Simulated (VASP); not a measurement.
HfN:

```xyz
2
Lattice="3.4332 0.0000 0.0000 -1.7166 2.9732 0.0000 0.0000 0.0000 3.9698" Properties=species:S:1:pos:R:3 pbc="T T T"
Hf    0.0000    0.0000    1.9849
N     0.0000    0.0000    0.0000
```

The cell was built by a generator and needn't be a form met in nature.

Program: VASP 6.6.1. Alike in all runs: task single point; level HSE(alpha, omega); potentials or basis VASP PAW PBE potentials, release 64 (Hf_pv, N); no spin polarisation; cell as given; k mesh 5 × 5 × 4; cutoff (eV) 520; smearing fermi-dirac 0.05 eV; the mesh is coarse, so values aren't converged.

Question: Order these runs on this cell by their pressure, lowest first.
A. share of exact exchange 0.5
B. share of exact exchange 0.15
C. share of exact exchange 0.3

Answer: B (-1.6 GPa), A (1.3 GPa), C (2.9 GPa).

Caveats: all runs use coarse meshes; the PAW data sets were made with another functional, which shifts forces and pressure a little.
